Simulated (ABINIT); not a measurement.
# AlAs (F-43m): G0W0 in ABINIT against the wavefunction cutoff in GW

Aim: move the wavefunction cutoff in GW of a G0W0 run on AlAs (F-43m) over a wide range.

Method: PBE and many-body steps on it, plane waves, in ABINIT 10.8.3.

Report form: the programs' logs are mostly left out.

## 1. Set-up

The structure is cubic, space group F-43m (No. 216). Conventional cell: a = 5.661 Å, b = 5.661 Å, c = 5.661 Å, α = 90.00°, β = 90.00°, γ = 90.00°. Al has 4 As at 2.45 Å nearest. Nearest to As lie 4 Al at 2.45 Å. Farther neighbours are not listed.

The cell and positions come from the Crystallography Open Database and are kept as given unless a step says otherwise.

## 2. Screening, 4×4×4 mesh, 82 bands, screening to 163.3 eV

This step: ABINIT 10.8.3; RPA screening on PBE, plane waves, norm-conserving pseudopotentials.

The RPA dielectric matrix is built and inverted for each q.

File run.abi:

```
acell 3*1.0 Angstrom
rprim 
  -0.000000000000 2.830400000000 2.830400000000
  2.830400000000 0.000000000000 2.830400000000
  2.830400000000 2.830400000000 0.000000000000
ntypat 2
znucl 13 33
natom 2
typat 1 2
xred 
  0.000000000000 0.000000000000 0.000000000000
  0.250000000000 0.250000000000 0.250000000000
pp_dirpath "pseudos"
pseudos "Al.upf, As.upf"
ecut 38
ngkpt 4 4 4
nshiftk 1
shiftk 0 0 0
kptopt 1
chksymbreak 0
istwfk *1
occopt 1
irdwfk 1
optdriver 3
nband 82
ecuteps 6
inclvkb 2
awtr 1
symchi 1
ecutwfn 11.4
indata_prefix "in"
outdata_prefix "out"
tmpdata_prefix "tmp"
```

Run with:

```sh
$ OMP_NUM_THREADS=1 mpirun -n 8 abinit run.abi > log
```

The job ended after 2.7 s (8 MPI ranks of AMD EPYC 9R45, shared host; peak memory 0.1 GiB).

This step gave:

```yaml
eps_infinity_with_local_fields_on_this_mesh_along_the_program_s_q_direction: 14.31
the_same_without_local_fields: 16.08
plasma_frequency: 22.21 eV
plane_waves_in_the_screening_matrix: 181
```

Local fields lower ε∞ by 11 %. On a Γ-centred mesh this coarse the value itself is usually too large, while a short band sum pulls it down.

## 3. 11.4 Ha

This step: G0W0 on PBE, plane waves, norm-conserving pseudopotentials.

run.abi, as its differences from that of step 2:

```diff
@@ -23,8 +23,17 @@
 irdwfk 1
-optdriver 3
+optdriver 4
 nband 82
+gwcalctyp 0
+ecutsigx 11.4
+symsigma 1
+nkptgw 2
+kptgw 
+  0.0000000000 0.0000000000 0.0000000000
+  0.5000000000 0.5000000000 0.0000000000
+bdgw 
+  7 13
+  8 11
 ecuteps 6
-inclvkb 2
-awtr 1
-symchi 1
+irdscr 1
+ppmodel 1
 ecutwfn 11.4
```

The job ended after 2.7 s (8 MPI ranks; peak memory 0.1 GiB).

This step gave:

```
G0W0 gap on the points computed              : 2.291 eV
starting gap on the mesh                     : 1.436 eV
k of the valence top                         : 0, 0, 0
k of the conduction bottom                   : 0.5, 0.5, 0
Z at the valence top                         : 0.786
Z at the conduction bottom                   : 0.804
least direct G0W0 gap on the computed points : 3.134 eV
```

## 4. Screening, 4×4×4 mesh, 82 bands, screening to 163.3 eV

This step: RPA screening on PBE, plane waves, norm-conserving pseudopotentials.

run.abi, as its differences from that of step 3:

```diff
@@ -23,18 +23,9 @@
 irdwfk 1
-optdriver 4
+optdriver 3
 nband 82
-gwcalctyp 0
-ecutsigx 11.4
-symsigma 1
-nkptgw 2
-kptgw 
-  0.0000000000 0.0000000000 0.0000000000
-  0.5000000000 0.5000000000 0.0000000000
-bdgw 
-  7 13
-  8 11
 ecuteps 6
-irdscr 1
-ppmodel 1
-ecutwfn 11.4
+inclvkb 2
+awtr 1
+symchi 1
+ecutwfn 19
 indata_prefix "in"
```

The job ended after 4 s (8 MPI ranks; peak memory 0.87 GiB; 31 s of CPU time).

This step gave:

| Item | Value |
| --- | --- |
| ε∞ with local fields, on this mesh, along the program's q direction | 14.43 |
| the same without local fields | 16.22 |
| plasma frequency | 23.26 eV |
| plane waves in the screening matrix | 181 |

## 5. 19 Ha

The self-energy is evaluated for the states that the input lists, and the levels follow from it, in one-shot runs by the linearised quasiparticle equation.

This step: G0W0 on PBE, plane waves, norm-conserving pseudopotentials.

run.abi, as its differences from that of step 4:

```diff
@@ -23,8 +23,17 @@
 irdwfk 1
-optdriver 3
+optdriver 4
 nband 82
+gwcalctyp 0
+ecutsigx 19
+symsigma 1
+nkptgw 2
+kptgw 
+  0.0000000000 0.0000000000 0.0000000000
+  0.5000000000 0.5000000000 0.0000000000
+bdgw 
+  7 13
+  8 11
 ecuteps 6
-inclvkb 2
-awtr 1
-symchi 1
+irdscr 1
+ppmodel 1
 ecutwfn 19
```

It took 2.8 s on 8 MPI ranks; peak memory 0.12 GiB.

Numbers from this step:

```yaml
g0w0_gap_on_the_points_computed: 2.413 eV
starting_gap_on_the_mesh: 1.436 eV
k_of_the_valence_top: 0, 0, 0
k_of_the_conduction_bottom: 0.5, 0.5, 0
z_at_the_valence_top: 0.783
z_at_the_conduction_bottom: 0.802
least_direct_g0w0_gap_on_the_computed_points: 3.082 eV
```

The gap on the mesh goes from 1.44 eV to 2.41 eV, a correction of +0.98 eV.

## 6. Screening, 4×4×4 mesh, 82 bands, screening to 163.3 eV

This step: RPA screening on PBE, plane waves, norm-conserving pseudopotentials.

run.abi, as its differences from that of step 5:

```diff
@@ -23,18 +23,9 @@
 irdwfk 1
-optdriver 4
+optdriver 3
 nband 82
-gwcalctyp 0
-ecutsigx 19
-symsigma 1
-nkptgw 2
-kptgw 
-  0.0000000000 0.0000000000 0.0000000000
-  0.5000000000 0.5000000000 0.0000000000
-bdgw 
-  7 13
-  8 11
 ecuteps 6
-irdscr 1
-ppmodel 1
-ecutwfn 19
+inclvkb 2
+awtr 1
+symchi 1
+ecutwfn 28.5
 indata_prefix "in"
```

Run time: 4.7 s. Hardware: 8 MPI ranks; peak memory 1.1 GiB.

Numbers from this step:

- ε∞ with local fields, on this mesh, along the program's q direction: 14.28
- the same without local fields: 16.03
- plasma frequency: 23.39 eV
- plane waves in the screening matrix: 181

## 7. 28.5 Ha

This step: G0W0 on PBE, plane waves, norm-conserving pseudopotentials.

run.abi, as its differences from that of step 6:

```diff
@@ -23,8 +23,17 @@
 irdwfk 1
-optdriver 3
+optdriver 4
 nband 82
+gwcalctyp 0
+ecutsigx 28.5
+symsigma 1
+nkptgw 2
+kptgw 
+  0.0000000000 0.0000000000 0.0000000000
+  0.5000000000 0.5000000000 0.0000000000
+bdgw 
+  7 13
+  8 11
 ecuteps 6
-inclvkb 2
-awtr 1
-symchi 1
+irdscr 1
+ppmodel 1
 ecutwfn 28.5
```

Wall time 3.1 s (8 MPI ranks); peak memory 0.84 GiB; 23 s of CPU time.

Numbers from this step:

```yaml
g0w0_gap_on_the_points_computed: 2.405 eV
starting_gap_on_the_mesh: 1.436 eV
k_of_the_valence_top: 0, 0, 0
k_of_the_conduction_bottom: 0.5, 0.5, 0
least_direct_g0w0_gap_on_the_computed_points: 3.075 eV
```

Against the run before, the gap moves by −0.008 eV.

## 8. Screening, 4×4×4 mesh, 82 bands, screening to 163.3 eV

This step: RPA screening on PBE, plane waves, norm-conserving pseudopotentials.

run.abi, as its differences from that of step 7:

```diff
@@ -23,18 +23,8 @@
 irdwfk 1
-optdriver 4
+optdriver 3
 nband 82
-gwcalctyp 0
-ecutsigx 28.5
-symsigma 1
-nkptgw 2
-kptgw 
-  0.0000000000 0.0000000000 0.0000000000
-  0.5000000000 0.5000000000 0.0000000000
-bdgw 
-  7 13
-  8 11
 ecuteps 6
-irdscr 1
-ppmodel 1
-ecutwfn 28.5
+inclvkb 2
+awtr 1
+symchi 1
 indata_prefix "in"
```

Run time: 5.2 s. Hardware: 8 MPI ranks; peak memory 1.3 GiB.

Numbers from this step:

* ε∞ with local fields, on this mesh, along the program's q direction: 14.25
* the same without local fields: 16.00
* plasma frequency: 23.39 eV
* plane waves in the screening matrix: 181

## 9. 38 Ha

This step: G0W0 on PBE, plane waves, norm-conserving pseudopotentials.

run.abi, as its differences from that of step 8:

```diff
@@ -23,8 +23,17 @@
 irdwfk 1
-optdriver 3
+optdriver 4
 nband 82
+gwcalctyp 0
+ecutsigx 38
+symsigma 1
+nkptgw 2
+kptgw 
+  0.0000000000 0.0000000000 0.0000000000
+  0.5000000000 0.5000000000 0.0000000000
+bdgw 
+  7 13
+  8 11
 ecuteps 6
-inclvkb 2
-awtr 1
-symchi 1
+irdscr 1
+ppmodel 1
 indata_prefix "in"
```

The job ended after 3.3 s (8 MPI ranks; peak memory 1.3 GiB).

This step gave:

```yaml
g0w0_gap_on_the_points_computed: 2.404 eV
starting_gap_on_the_mesh: 1.436 eV
k_of_the_valence_top: 0, 0, 0
k_of_the_conduction_bottom: 0.5, 0.5, 0
least_direct_g0w0_gap_on_the_computed_points: 3.079 eV
```

Against the run before, the gap moves by −0.001 eV.

## 10. Side by side

Times are wall times on 8 MPI ranks of AMD EPYC 9R45, shared host, good to a factor of about two. A run's time includes the screening step that it read.

```csv
run,mesh,bands,screening cutoff (eV),DFT gap (eV),gap on the mesh (eV),direct (eV),ε∞ used,time
11.4 Ha,4×4×4,82,163.3,1.436,2.291,3.134,14.31,5.4 s
19 Ha,4×4×4,82,163.3,1.436,2.413,3.082,14.43,6.9 s
28.5 Ha,4×4×4,82,163.3,1.436,2.405,3.075,14.28,7.7 s
38 Ha,4×4×4,82,163.3,1.436,2.404,3.079,14.25,8.6 s
```

## 11. Summary of results

```yaml
11p4_ha: 2.291 eV
19_ha: 2.413 eV
28p5_ha: 2.405 eV
38_ha: 2.404 eV
known_limits: not at the basis limit; exchange with frozen shells missing; no spin-orbit coupling; coarse k mesh
```

**Reading.** The setting moved: wavefunction cutoff in GW. From 11.4 Ha to 38 Ha the gap moves by +0.11 eV. It holds to 0.03 eV from 19 Ha on. Bands and screening cutoff are coupled, so a series along one setting does not show full convergence. The exchange cutoff follows the wavefunction cutoff here. Bands and cutoff are finite, so the gap is not at the basis limit. The miss can reach some tenths of an eV and take either sign; the mesh is an error of its own. In the G0W0 runs levels were corrected at 2 k points alone, so a gap called «on the mesh» is the least over those, and an edge elsewhere would be missed. The 4×4×4 mesh is coarse for this cell, which bears on the long-range parts of exchange and screening. The norm-conserving file of at least one element keeps a d shell over frozen s and p shells of the same row. Exchange with those shells is missing from the self-energy, an error of 0.3 to 0.9 eV in cases checked, whose sign depends on which edge lies on those atoms. The many-body steps are scalar-relativistic: spin-orbit coupling is not in them.

[Paths, hosts, dates, memory and timing lines, banners, echoed tables and standing remarks are left out of the program output.]

[Logs are printed without paths, hosts, clocks, repeated set-up lines and the standing remarks that a program may print on its own settings, such as how far it seeks lower states.]

[Runs of the session that timed out or met a known fault of the program may be left out.]

[Hosts, paths, dates, database ids (printed as entryN), source tags and the programs' standing remarks are cut or masked in the printed files.]

[G0W0 gaps are taken among the corrected bands and points alone; a level outside them can change the order at an edge.]

[Where Ansatz stands beside ABINIT at settings called matched, ABINIT's density can come from a denser mesh and the files from another edition; pairs whose starting gaps differed by over 0.03 eV were left out, so agreement reads better than it is.]
